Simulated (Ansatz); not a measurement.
**Pressure series in InCuS2**

Start from InCuS2 in the chalcopyrite structure (space group I-42d, No. 122; a = 5.5770 Å, c = 11.2344 Å).

Cell and atoms are relaxed at each pressure.

Level of theory: PBE (Ansatz, a quantum-chemistry and plane-wave program; PAW; 420 eV plane waves; no spin-orbit coupling).

Notes on the quantities. enthalpy: H = E + PV relative to the base's energy.

```tsv
case	volume per atom	enthalpy
base	21.84 Å³	–
pressure −2 GPa	22.59 Å³	-0.28 eV/atom
pressure −1 GPa	22.19 Å³	-0.14 eV/atom
pressure 0.9 GPa	[?]	+0.12 eV/atom
pressure 2.1 GPa	21.19 Å³	+0.28 eV/atom
pressure 9 GPa	[?]	+1.16 eV/atom
pressure 15 GPa	[?]	+1.87 eV/atom
pressure 22.5 GPa	[?]	+2.72 eV/atom
pressure 30 GPa	16.97 Å³	+3.54 eV/atom
```

**Question.** Fill in the withheld entries from the trend.

**Answer.** 
- pressure 0.9 GPa, volume per atom: 21.55 Å³
- pressure 9 GPa, volume per atom: 19.62 Å³
- pressure 15 GPa, volume per atom: 18.65 Å³
- pressure 22.5 GPa, volume per atom: 17.72 Å³

Load acts through the strain it causes; cell and atoms are relaxed under it. Whether these cells are dynamically stable was not tested. Competing high-pressure phases were not computed. All final runs are without spin polarisation.
